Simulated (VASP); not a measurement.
# CdS (Hawleyite) (F-43m) in VASP: a series of runs

One crystal, CdS (Hawleyite), is run at these levels: PBE, r2SCAN; tasks: single point.

All numbers are computed with VASP 6.6.1; they aren't measurements. Logs are shortened: lines on timing, memory, paths and dates and some standing lists are left out, and cuts for length are marked.

## (1) The crystal as given

Symmetry: F-43m, No. 216, cubic system. The conventional cell has a = 5.878 Å, b = 5.878 Å, c = 5.878 Å, α = 90.00°, β = 90.00°, γ = 90.00°. Around Cd (site symmetry -43m) lie 4 S at 2.55 Å. S (site symmetry -43m) has 4 Cd at 2.55 Å as nearest neighbours.

## (2) Single point, PBE

File INCAR:

```
SYSTEM = CdS
  PREC = Accurate
  ENCUT = 520
  EDIFF = 1E-6
  ISMEAR = 0
  SIGMA = 0.01
  LREAL = .FALSE.
  LASPH = .TRUE.
  NELM = 100
  ALGO = Normal
  ISIF = 2
  LWAVE = .FALSE.
  LCHARG = .FALSE.
  GGA = PE
  NBANDS = 16
```

File KPOINTS:

```
Automatic mesh
0
G
  6 6 6
  0 0 0
```

File POSCAR:

```
CdS
1.0
    0.0000000000      2.9392138883      2.9392138883
    2.9392138883      0.0000000000      2.9392138883
    2.9392138883      2.9392138883      0.0000000000
Cd S
1 1
Direct
    0.0000000000      0.0000000000      0.0000000000
    0.2500000000      0.2500000000      0.2500000000
```

Potentials or basis: VASP PAW PBE potentials, release 64 (Cd, S).

Started as:

```sh
$ cat potpaw_PBE.64/Cd/POTCAR potpaw_PBE.64/S/POTCAR > POTCAR
$ mpirun -np 1 vasp_std > vasp.out
```

OUTCAR:

```text
SYSTEM = CdS
   PREC = Accurate
   ENCUT = 520
   EDIFF = 1E-6
   ISMEAR = 0
   LREAL = .FALSE.
   LASPH = .TRUE.
   NELM = 100
   ISIF = 2
   GGA = PE

 ion  position               nearest neighbor table
   1  0.000  0.000  0.000-   2 2.55   2 2.55   2 2.55   2 2.55
   2  0.250  0.250  0.250-   1 2.55   1 2.55   1 2.55   1 2.55

  LATTYP: Found a face centered cubic cell.
 ALAT       =     5.8784277766

  Lattice vectors:

 A1 = (   0.0000000000,   2.9392138883,   2.9392138883)
 A2 = (   2.9392138883,   0.0000000000,   2.9392138883)
 A3 = (   2.9392138883,   2.9392138883,   0.0000000000)

Analysis of symmetry for initial positions (statically):
=====================================================================
 Subroutine PRICEL returns:
 Original cell was already a primitive cell.

 Routine SETGRP: Setting up the symmetry group for a
 face centered cubic supercell.

 Subroutine GETGRP returns: Found 24 space group operations
 (whereof 24 operations were pure point group operations)
 out of a pool of 48 trial point group operations.

The static configuration has the point symmetry T_d .

Analysis of symmetry for dynamics (positions and initial velocities):
=====================================================================
 Subroutine PRICEL returns:
 Original cell was already a primitive cell.

 Routine SETGRP: Setting up the symmetry group for a
 face centered cubic supercell.

 Subroutine GETGRP returns: Found 24 space group operations
 (whereof 24 operations were pure point group operations)
 out of a pool of 48 trial point group operations.

The dynamic configuration has the point symmetry T_d .

 Subroutine INISYM returns: Found 24 space group operations
 (whereof 24 operations are pure point group operations),
 and found     1 'primitive' translations

----------------------------------------------------------------------------------------

                                     Primitive cell

  volume of cell :      50.7836

  direct lattice vectors                    reciprocal lattice vectors
     0.000000000  2.939213888  2.939213888    -0.170113513  0.170113513  0.170113513
     2.939213888  0.000000000  2.939213888     0.170113513 -0.170113513  0.170113513
     2.939213888  2.939213888  0.000000000     0.170113513  0.170113513 -0.170113513

  length of vectors
     4.156676144  4.156676144  4.156676144     0.294645248  0.294645248  0.294645248

  position of ions in fractional coordinates (direct lattice)
     0.000000000  0.000000000  0.000000000
     0.250000000  0.250000000  0.250000000

  ion indices of the primitive-cell ions
   primitive index   ion index
                 1           1
                 2           2

----------------------------------------------------------------------------------------

 KPOINTS: Automatic mesh

Automatic generation of k-mesh.
 Grid dimensions read from file:
 generate k-points for:    6    6    6

 Generating k-lattice:

  Cartesian coordinates                     Fractional coordinates (reciprocal lattice)
    -0.028352252  0.028352252  0.028352252     0.166666667  0.000000000  0.000000000
     0.028352252 -0.028352252  0.028352252     0.000000000  0.166666667  0.000000000
     0.028352252  0.028352252 -0.028352252     0.000000000  0.000000000  0.166666667

  Length of vectors
     0.049107541  0.049107541  0.049107541

  Shift w.r.t. Gamma in fractional coordinates (k-lattice)
     0.000000000  0.000000000  0.000000000

 Subroutine IBZKPT returns following result:
 ===========================================

 Found     16 irreducible k-points:

 Following reciprocal coordinates:
            Coordinates               Weight
  0.000000  0.000000  0.000000      1.000000
  0.166667  0.000000  0.000000      8.000000
  0.333333  0.000000  0.000000      8.000000
  0.500000  0.000000  0.000000      4.000000
  0.166667  0.166667  0.000000      6.000000
  0.333333  0.166667  0.000000     24.000000
[... 8 lines left out ...]
 -0.333333  0.333333  0.166667     24.000000
 -0.333333  0.500000  0.166667     12.000000
   k-points           NKPTS =     16   k-points in BZ     NKDIM =     16   number of bands    NBANDS=     16
   number of dos      NEDOS =    301   number of ions     NIONS =      2
   total plane-waves  NPLWV =  32768
   dimension x,y,z NGX =    32 NGY =   32 NGZ =   32
   dimension x,y,z NGXF=    64 NGYF=   64 NGZF=   64
   ions per type =               1   1
   NGX,Y,Z   is equivalent  to a cutoff of  12.80, 12.80, 12.80 a.u.
   NGXF,Y,Z  is equivalent  to a cutoff of  25.60, 25.60, 25.60 a.u.
 SYSTEM =  CdS
   PREC   = accura    normal or accurate (medium, high low for compatibility)
   ISTART =      0    job   : 0-new  1-cont  2-samecut
   ICHARG =      2    charge: 1-file 2-atom 10-const
   ISPIN  =      1    spin polarized calculation?
   LNONCOLLINEAR =      F non collinear calculations
   LSORBIT =      F    spin-orbit coupling
   LASPH  =      T    aspherical Exc in radial PAW
   ENCUT  =  520.0 eV  38.22 Ry    6.18 a.u.   7.73  7.73  7.73*2*pi/ulx,y,z
   NELM   =    100;   NELMIN=  2; NELMDL= -5     # of ELM steps
   EDIFF  = 0.1E-05   stopping-criterion for ELM
   LREAL  =      F    real-space projection
   EDIFFG = 0.1E-04   stopping-criterion for IOM
   NSW    =      0    number of steps for IOM
   IBRION =     -1    ionic relax: 0-MD 1-quasi-New 2-CG
   NFREE  =      0    steps in history (QN), initial steepest desc. (CG)
   ISIF   =      2    stress and relaxation
   ISYM   =      2    0-nonsym 1-usesym 2-fastsym
   POTIM  = 0.5000    time-step for ionic-motion
   TEBEG  =    0.0;   TEEND  =   0.0 temperature during run
   PSTRESS=    0.0 pullay stress
   NELECT =      18.0000    total number of electrons
   NUPDOWN=      -1.0000    fix difference up-down
   EMIN   =  10.00;   EMAX   =-10.00  energy-range for DOS
   EFERMI =   0.00;   METHOD = LEGACY
   ISMEAR =     0;   SIGMA  =   0.01  broadening in eV -4-tet -1-fermi 0-gaus
   EFERMI_NEDOS =   21; number of points for ismear=-14 and -15
   IALGO  =     38    algorithm
   IMIX   =      4    mixing-type and parameters
     AMIX     =   0.40;   BMIX     =  1.00
     AMIX_MAG =   1.60;   BMIX_MAG =  1.00
  volume/ion in A,a.u.               =      25.39       171.35
  Fermi-wavevector in a.u.,A,eV,Ry     =   1.158576  2.189391 18.263073  1.342298
  Thomas-Fermi vector in A             =   2.295177
   LORBIT       =      0    0 simple, 1 ext, 2 COOP (PROOUT), +10 PAW based schemes
   GGA     = PE    functional components
   LHFCALC =     F    Hartree Fock is set to
   AEXX    =    0.0000 exact exchange contribution
   IVDW    =     0    specifies the selected vdW correction
   LEPSILON=     F    determine dielectric tensor
   LRPA    =     F    only Hartree local field effects (RPA)
 non-spin polarized calculation
 Gauss-broadening in eV      SIGMA  =   0.01
  energy-cutoff  :      520.00
  volume of cell :       50.78
 maximum number of plane-waves:      1381
   NGX = 15   NGY = 15   NGZ = 15

 number of electron      18.0000005 magnetization

 Free energy of the ion-electron system (eV)
  ---------------------------------------------------
  ext. energy  EPLUGINS =         0.00000000
  ---------------------------------------------------
  free energy    TOTEN  =        -6.13712387 eV

  energy without entropy =       -6.13712387  energy(sigma->0) =       -6.13712387

 E-fermi :   1.1721     XC(G=0):  -9.0402

 val. band max:        1.1198110460   @ k =   0.0000   0.0000   0.0000
 cond. band min:       2.2170082818   @ k =   0.0000   0.0000   0.0000
 fundamental gap:      1.0971972358
 Fermi energy:         1.1721175290

 k-point     1 :       0.0000    0.0000    0.0000
  band No.  band energies     occupation
      1     -11.1095      2.00000
      2      -6.5289      2.00000
      3      -6.5289      2.00000
      4      -6.5289      2.00000
      5      -6.0805      2.00000
      6      -6.0805      2.00000
[... 8 lines left out ...]
     15      12.5635      0.00000
     16      12.5635      0.00000

 k-point     2 :       0.1667    0.0000    0.0000
  band No.  band energies     occupation
      1     -11.0086      2.00000
      2      -6.4934      2.00000
      3      -6.4934      2.00000
      4      -6.4312      2.00000
      5      -6.0811      2.00000
      6      -6.0811      2.00000
[... 8 lines left out ...]
     15      11.7904      0.00000
     16      12.8933      0.00000

 k-point     3 :       0.3333    0.0000    0.0000
  band No.  band energies     occupation
      1     -10.8061      2.00000
      2      -6.4356      2.00000
      3      -6.4356      2.00000
      4      -6.0773      2.00000
      5      -6.0647      2.00000
      6      -6.0647      2.00000
[... 8 lines left out ...]
     15      12.1969      0.00000
     16      12.1969      0.00000

 k-point     4 :       0.5000    0.0000    0.0000
  band No.  band energies     occupation
      1     -10.7056      2.00000
      2      -6.4157      2.00000
      3      -6.4157      2.00000
      4      -6.0451      2.00000
      5      -6.0451      2.00000
      6      -5.7204      2.00000
[... 8 lines left out ...]
     15      13.6166      0.00000
     16      13.6166      0.00000
[... 172 lines left out ...]
 k-point    14 :       0.5000    0.3333    0.1667
  band No.  band energies     occupation
      1     -10.6770      2.00000
      2      -6.3511      2.00000
      3      -6.3427      2.00000
      4      -6.1680      2.00000
      5      -6.0431      2.00000
      6      -5.7990      2.00000
[... 8 lines left out ...]
     15      14.0363      0.00000
     16      14.2708      0.00000

 k-point    15 :      -0.3333    0.3333    0.1667
  band No.  band energies     occupation
      1     -10.6132      2.00000
      2      -6.3467      2.00000
      3      -6.3071      2.00000
      4      -6.1178      2.00000
      5      -6.0626      2.00000
      6      -5.5551      2.00000
[... 8 lines left out ...]
     15      13.5282      0.00000
     16      14.3616      0.00000

 k-point    16 :      -0.3333    0.5000    0.1667
  band No.  band energies     occupation
      1     -10.5820      2.00000
      2      -6.3110      2.00000
      3      -6.2740      2.00000
      4      -6.1524      2.00000
      5      -6.0407      2.00000
      6      -5.5267      2.00000
[... 8 lines left out ...]
     15      14.2499      0.00000
     16      14.3560      0.00000

------------------------ aborting loop because EDIFF is reached ----------------------------------------

  FORCE on cell =-STRESS in cart. coord.  units (eV):
  Direction    XX          YY          ZZ          XY          YZ          ZX
  --------------------------------------------------------------------------------------
  -------------------------------------------------------------------------------------
  Total        0.5437423      0.5437423      0.5437423     -0.0000000      0.0000000     -0.0000000
  in kB       17.1545812     17.1545812     17.1545812     -0.0000000      0.0000000     -0.0000000
  external PRESSURE =      17.1545812 kB  Pullay stress =       0.0000000 kB

 VOLUME and BASIS-vectors are now :
 -----------------------------------------------------------------------------
  energy-cutoff  :      520.00
  volume of cell :       50.78
      direct lattice vectors                 reciprocal lattice vectors
     0.000000000  2.939213888  2.939213888    -0.170113513  0.170113513  0.170113513
     2.939213888  0.000000000  2.939213888     0.170113513 -0.170113513  0.170113513
     2.939213888  2.939213888  0.000000000     0.170113513  0.170113513 -0.170113513

 POSITION                                       TOTAL-FORCE (eV/Angst)
 -----------------------------------------------------------------------------------
      0.00000      0.00000      0.00000         0.000000     -0.000000      0.000000
      1.46961      1.46961      1.46961        -0.000000      0.000000     -0.000000
 -----------------------------------------------------------------------------------
    total drift:                               -0.000000     -0.000000     -0.000000

  FREE ENERGIE OF THE ION-ELECTRON SYSTEM (eV)
  ---------------------------------------------------
  free  energy   TOTEN  =        -6.1371238671 eV

  energy  without entropy=       -6.1371238671  energy(sigma->0) =       -6.13712387
```

It took 11 s on 1 thread of Intel Xeon Platinum 8488C (Sapphire Rapids), shared host; peak memory 0.17 GiB.

What came out:

* Free energy: -6.1371 eV
* Pressure: 1.7 GPa
* Band gap on the k mesh: 1.10 eV, direct

Expect the measured gap to be larger: semilocal functionals such as PBE lack the derivative discontinuity.

## (3) Single point, r2SCAN

POSCAR is that of step 2.

File INCAR.step1:

```
PREC = Accurate
ENCUT = 520
ISMEAR = 0
SIGMA = 0.01
LREAL = F
LASPH = T
NELM = 100
NBANDS = 16
GGA = PE
ALGO = Normal
EDIFF = 1E-4
LWAVE = T
LCHARG = F
```

File INCAR.step2:

```
PREC = Accurate
ENCUT = 520
EDIFF = 1E-7
ISMEAR = 0
SIGMA = 0.01
LREAL = F
LASPH = T
NELM = 100
ALGO = Normal
ISIF = 2
LWAVE = F
LCHARG = F
METAGGA = R2SCAN
LMIXTAU = T
NBANDS = 16
ISTART = 1
```

File KPOINTS:

```
regular mesh
0
Gamma
  6 6 6
```

Potentials or basis: VASP PAW PBE potentials, release 64 (Cd, S).

Started as:

```sh
$ cat potpaw_PBE.64/Cd/POTCAR potpaw_PBE.64/S/POTCAR > POTCAR
$ cp INCAR.step1 INCAR
$ mpirun -np 1 vasp_std > vasp.out
$ cp INCAR.step2 INCAR
$ mpirun -np 1 vasp_std > vasp.out
```

Wall time 34 s (1 thread of Intel Xeon Platinum 8488C (Sapphire Rapids), shared host); peak memory 0.18 GiB.

It converged, with:

| Item | Value |
| --- | --- |
| Free energy | -29.6844 eV |
| Pressure | 0.3 GPa |
| Band gap on the k mesh | 1.54 eV, direct |

Levels at points of the mesh, in eV from the valence-band top:
```tsv
k point	band 7	band 8	band 9	band 10	band 11	band 12
(0.00, 0.00, 0.00)	0.00	0.00	0.00	1.54	7.08	7.08
(0.50, 0.00, 0.00)	-4.32	-0.73	-0.73	3.44	7.48	7.48
(0.50, 0.50, 0.00)	-3.88	-1.84	-1.84	3.88	4.73	9.69
```

Caveat: the PAW data sets were made with another functional, which shifts forces and pressure a little.
